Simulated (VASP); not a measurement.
# CaSe in VASP: a series of runs, part 2 of 2

VASP 6.6.1.

### 3 Single point, PBE (atom 1 (Ca) moved by [0.03, 0.0, 0.0] A)

Input file INCAR:

```
  ALGO = Normal
  EDIFF = 1E-7
  ENCUT = 520
  GGA = PE
  ISIF = 2
  ISMEAR = -1
  LASPH = T
  LCHARG = F
  LREAL = F
  LWAVE = F
  NBANDS = 15
  NELM = 60
  PREC = Accurate
  SIGMA = 0.01
```

Input file KPOINTS:

```
k-points
0
Gamma
  7 7 7
```

Input file POSCAR:

```
CaSe
1.0
    0.0000000000      2.9560000000      2.9560000000
    2.9560000000      0.0000000000      2.9560000000
    2.9560000000      2.9560000000      0.0000000000
Ca Se
1 1
Direct
   -0.0050744249      0.0050744249      0.0050744249
    0.5000000000      0.5000000000      0.5000000000
```

Potentials or basis: VASP PAW PBE potentials, release 64 (Ca_sv, Se).

The run is started by

```console
$ cat potpaw_PBE.64/Ca_sv/POTCAR potpaw_PBE.64/Se/POTCAR > POTCAR
$ mpirun -np 1 vasp_std > vasp.out
```

OUTCAR:

```text
EDIFF = 1E-7
   ENCUT = 520
   GGA = PE
   ISIF = 2
   ISMEAR = -1
   LASPH = T
   LREAL = F
   NELM = 60
   PREC = Accurate

 ion  position               nearest neighbor table
   1  0.995  0.005  0.005-   2 2.93   2 2.96   2 2.96   2 2.96   2 2.96
   2  0.500  0.500  0.500-   1 2.93   1 2.96   1 2.96   1 2.96   1 2.96

  LATTYP: Found a face centered cubic cell.
 ALAT       =     5.9120000000

  Lattice vectors:

 A1 = (   0.0000000000,   2.9560000000,   2.9560000000)
 A2 = (   2.9560000000,   0.0000000000,   2.9560000000)
 A3 = (   2.9560000000,   2.9560000000,   0.0000000000)

Analysis of symmetry for initial positions (statically):
=====================================================================
 Subroutine PRICEL returns:
 Original cell was already a primitive cell.

 Routine SETGRP: Setting up the symmetry group for a
 face centered cubic supercell.

 Subroutine GETGRP returns: Found  8 space group operations
 (whereof  8 operations were pure point group operations)
 out of a pool of 48 trial point group operations.

The static configuration has the point symmetry C_4v.

Analysis of symmetry for dynamics (positions and initial velocities):
=====================================================================
 Subroutine PRICEL returns:
 Original cell was already a primitive cell.

 Routine SETGRP: Setting up the symmetry group for a
 face centered cubic supercell.

 Subroutine GETGRP returns: Found  8 space group operations
 (whereof  8 operations were pure point group operations)
 out of a pool of 48 trial point group operations.

The dynamic configuration has the point symmetry C_4v.

 Subroutine INISYM returns: Found  8 space group operations
 (whereof  8 operations are pure point group operations),
 and found     1 'primitive' translations

----------------------------------------------------------------------------------------
[... 119 lines left out ...]
   LHFCALC =     F    Hartree Fock is set to
   AEXX    =    0.0000 exact exchange contribution
   IVDW    =     0    specifies the selected vdW correction
   LEPSILON=     F    determine dielectric tensor
   LRPA    =     F    only Hartree local field effects (RPA)
 non-spin polarized calculation
  energy-cutoff  :      520.00
  volume of cell :       51.66
 maximum number of plane-waves:      1411
   NGX = 15   NGY = 15   NGZ = 15

 number of electron      16.0000000 magnetization

 Free energy of the ion-electron system (eV)
  ---------------------------------------------------
  ext. energy  EPLUGINS =         0.00000000
  ---------------------------------------------------
  free energy    TOTEN  =        -9.47837767 eV

  energy without entropy =       -9.47837767  energy(sigma->0) =       -9.47837767

 E-fermi :   2.6741     XC(G=0):  -9.1620

 val. band max:        2.4566820990   @ k =   0.0000   0.0000   0.0000
 cond. band min:       4.5395449782   @ k =   0.0000   0.4286   0.4286
 fundamental gap:      2.0828628792
 Fermi energy:         2.6741124863

 k-point     1 :       0.0000    0.0000    0.0000
  band No.  band energies     occupation
      1     -37.2856      2.00000
      2     -18.2801      2.00000
      3     -18.2799      2.00000
      4     -18.2799      2.00000
      5      -9.3464      2.00000
      6       2.4559      2.00000
      7       2.4567      2.00000
      8       2.4567      2.00000
      9       5.8084      0.00000
     10       6.1644      0.00000
     11       6.1662      0.00000
     12       6.1662      0.00000
     13       6.7349      0.00000
     14       6.7389      0.00000
[... 401 lines left out ...]
      2     -18.3605      2.00000
      3     -18.3269      2.00000
      4     -18.2920      2.00000
      5      -8.6869      2.00000
      6      -0.1947      2.00000
      7       0.6963      2.00000
      8       1.2681      2.00000
      9       7.2548      0.00000
     10       7.4953      0.00000
     11       7.6013      0.00000
     12       7.7471      0.00000
     13       9.2946      0.00000
     14       9.6859      0.00000
     15      11.4761      0.00000

 [... further k-points ...]

------------------------ aborting loop because EDIFF is reached ----------------------------------------

  FORCE on cell =-STRESS in cart. coord.  units (eV):
  Direction    XX          YY          ZZ          XY          YZ          ZX
  --------------------------------------------------------------------------------------
  -------------------------------------------------------------------------------------
  Total        0.4534197      0.4337269      0.4337269     -0.0000000      0.0000000      0.0000000
  in kB       14.0626679     13.4519005     13.4519005     -0.0000000      0.0000000      0.0000000
  external PRESSURE =      13.6554897 kB  Pullay stress =       0.0000000 kB

 VOLUME and BASIS-vectors are now :
 -----------------------------------------------------------------------------
  energy-cutoff  :      520.00
  volume of cell :       51.66
      direct lattice vectors                 reciprocal lattice vectors
     0.000000000  2.956000000  2.956000000    -0.169147497  0.169147497  0.169147497
     2.956000000  0.000000000  2.956000000     0.169147497 -0.169147497  0.169147497
     2.956000000  2.956000000  0.000000000     0.169147497  0.169147497 -0.169147497

 POSITION                                       TOTAL-FORCE (eV/Angst)
 -----------------------------------------------------------------------------------
      0.03000      2.95600      2.95600        -0.094748      0.000000      0.000000
      2.95600      2.95600      2.95600         0.094748      0.000000      0.000000
 -----------------------------------------------------------------------------------
    total drift:                                0.000140      0.000000      0.000000

  FREE ENERGIE OF THE ION-ELECTRON SYSTEM (eV)
  ---------------------------------------------------
  free  energy   TOTEN  =        -9.4783776726 eV

  energy  without entropy=       -9.4783776726  energy(sigma->0) =       -9.47837767
```

stdout:

```text
POSCAR found type information on POSCAR CaSe
 POSCAR found :  2 types and       2 ions
 scaLAPACK will be used
 LDA part: xc-table for (Slater+PW92), standard interpolation
 POSCAR, INCAR and KPOINTS ok, starting setup
 FFT: planning ... GRIDC
 FFT: planning ... GRID_SOFT
 FFT: planning ... GRID
 WAVECAR not read
 entering main loop
```

It took 26 s on 1 thread of AMD EPYC 7R43 (Zen 3), shared host; peak memory 0.16 GiB.

Results:

```yaml
Free_energy: -9.4784 eV
Pressure: 1.4 GPa
Largest_force: 0.095 eV/Å
Band_gap_on_the_k_mesh: 2.08 eV, indirect (least direct gap 2.99 eV)
```

Forces on the atoms (eV/Å):
```
Ca  -0.095  0.000  0.000
Se   0.095  0.000  0.000
```

Caveat: the cell differs from its parent crystal (atom 1 (Ca) moved by [0.03, 0.0, 0.0] A). A k mesh can miss the band edges.

### 4 Single point, PBE (volume scaled by 0.95)

Input file INCAR:

```
SYSTEM = CaSe
PREC = Accurate
ENCUT = 520
EDIFF = 1E-7
ISMEAR = -1
SIGMA = 0.01
LREAL = .FALSE.
LASPH = .TRUE.
NELM = 80
ALGO = Normal
ISIF = 2
LWAVE = .FALSE.
LCHARG = .TRUE.
GGA = PE
LELF = .TRUE.
LVHAR = .TRUE.
NBANDS = 15
```

Input file KPOINTS:

```
Automatic mesh
0
G
  7 7 7
  0 0 0
```

Input file POSCAR:

```
CaSe
1.0
    0.0000000000      2.9058886243      2.9058886243
    2.9058886243      0.0000000000      2.9058886243
    2.9058886243      2.9058886243      0.0000000000
Ca Se
1 1
Direct
    0.0000000000      0.0000000000      0.0000000000
    0.5000000000      0.5000000000      0.5000000000
```

The run is started by

```console
$ cat potpaw_PBE.64/Ca_sv/POTCAR potpaw_PBE.64/Se/POTCAR > POTCAR
$ mpirun -np 1 vasp_std > vasp.out
```

Run time: 22 s. Hardware: 1 thread of Intel Xeon Platinum 8375C at 2.90GHz (Ice Lake), shared host; peak memory 0.17 GiB.

Results (log left out):

| Property | Result |
| --- | --- |
| Free energy | -9.4342 eV |
| Pressure | 4.4 GPa |
| Band gap on the k mesh | 1.95 eV, indirect (least direct gap 2.91 eV) |

Levels at points of the mesh, in eV from the valence-band top:
```csv
k point,band 5,band 6,band 7,band 8,band 9,band 10,band 11,band 12
"(0.00, 0.00, 0.00)",-11.99,0.00,0.00,0.00,3.64,3.68,3.68,3.68
```

### 5 Single point, PBE (volume scaled by 0.975)

Input file INCAR:

```
SYSTEM = CaSe
  PREC = Accurate
  ENCUT = 520
  EDIFF = 1E-6
  ISMEAR = -1
  SIGMA = 0.01
  LREAL = .FALSE.
  LASPH = .TRUE.
  NELM = 100
  ALGO = Normal
  ISIF = 2
  LWAVE = .FALSE.
  LCHARG = .TRUE.
  GGA = PE
  LELF = .TRUE.
  LVHAR = .TRUE.
  NBANDS = 15
```

Input file KPOINTS:

```
regular mesh
0
G
  7 7 7
  0 0 0
```

Input file POSCAR:

```
CaSe
1.0
    0.0000000000      2.9311584894      2.9311584894
    2.9311584894      0.0000000000      2.9311584894
    2.9311584894      2.9311584894      0.0000000000
Ca Se
1 1
Direct
    0.0000000000      0.0000000000      0.0000000000
    0.5000000000      0.5000000000      0.5000000000
```

The run is started by

```console
$ cat potpaw_PBE.64/Ca_sv/POTCAR potpaw_PBE.64/Se/POTCAR > POTCAR
$ mpirun -np 1 vasp_std > vasp.out
```

It took 19 s on 1 thread of Intel Xeon Platinum 8375C at 2.90GHz (Ice Lake), shared host; peak memory 0.18 GiB.

The run converged. Its results:

```yaml
Free_energy: -9.4631 eV
Pressure: 2.8 GPa
Band_gap_on_the_k_mesh: 2.02 eV, indirect (least direct gap 2.95 eV)
```

Levels at points of the mesh, in eV from the valence-band top:
```tsv
k point	band 5	band 6	band 7	band 8	band 9	band 10	band 11	band 12
(0.00, 0.00, 0.00)	-11.89	0.00	0.00	0.00	3.49	3.69	3.69	3.69
```

### 6 Single point, PBE

Input file INCAR:

```
SYSTEM = CaSe
PREC = Accurate
ENCUT = 520
EDIFF = 1E-6
ISMEAR = -1
SIGMA = 0.01
LREAL = .False.
LASPH = .True.
NELM = 80
ALGO = Normal
ISIF = 2
LWAVE = .False.
LCHARG = .False.
GGA = PE
NBANDS = 15
```

Input file KPOINTS:

```
regular mesh
0
Gamma
  7 7 7
  0 0 0
```

Input file POSCAR:

```
CaSe
1.0
    0.0000000000      2.9560000000      2.9560000000
    2.9560000000      0.0000000000      2.9560000000
    2.9560000000      2.9560000000      0.0000000000
Ca Se
1 1
Direct
    0.0000000000      0.0000000000      0.0000000000
    0.5000000000      0.5000000000      0.5000000000
```

Potentials or basis: VASP PAW PBE potentials, release 64 (Ca_sv, Se).

The run is started by

```console
$ cat potpaw_PBE.64/Ca_sv/POTCAR potpaw_PBE.64/Se/POTCAR > POTCAR
$ mpirun -np 1 vasp_std > vasp.out
```

Wall time 15 s (1 thread of Intel Xeon Platinum 8375C at 2.90GHz (Ice Lake), shared host); peak memory 0.18 GiB.

The run converged. Its results:

```
Free energy            : -9.4798 eV
Pressure               : 1.3 GPa
Band gap on the k mesh : 2.08 eV, indirect (least direct gap 2.99 eV)
```

Levels at points of the mesh, in eV from the valence-band top:
```csv
k point,band 6,band 7,band 8,band 9,band 10,band 11
"(0.00, 0.00, 0.00)",0.00,0.00,0.00,3.35,3.71,3.71
```

### 7 Summary

```tsv
cell	gap on the mesh (eV)	pressure (GPa)
a = 4.197, b = 4.197, c = 4.149 Å, angles 60.4, 60.4, 59.3°, 2 atoms	2.08	1.4
a = 4.180 Å, angles 60.0°, 2 atoms	2.08	1.3
a = 4.110 Å, angles 60.0°, 2 atoms	1.95	4.4
a = 4.145 Å, angles 60.0°, 2 atoms	2.02	2.8
```

Some of these runs hold the atoms at other places in the same cell, which the table doesn't show; runs alike in all that it shows share one row.

Alike in all rows: task single point; level PBE; potentials or basis VASP PAW PBE potentials, release 64 (Ca_sv, Se); no spin polarisation; k mesh 7 × 7 × 7; cutoff (eV) 520; smearing fermi-dirac 0.01 eV.

Absolute energies hang on the potentials; compare differences alone.

### 8 Comparison with measurements

Step 6. Against the measured gap of CaSe, 3.85 eV (indirect; 2 K; a printed reference work, monograph, original work of 1988), the calculated 2.08 eV is off by -1.77 eV. Spin-orbit coupling on Se is left out. The value is that of PBE on a finite k mesh, which can miss the band edges, without temperature or zero-point motion. Semilocal functionals fall short of measured gaps as a rule.
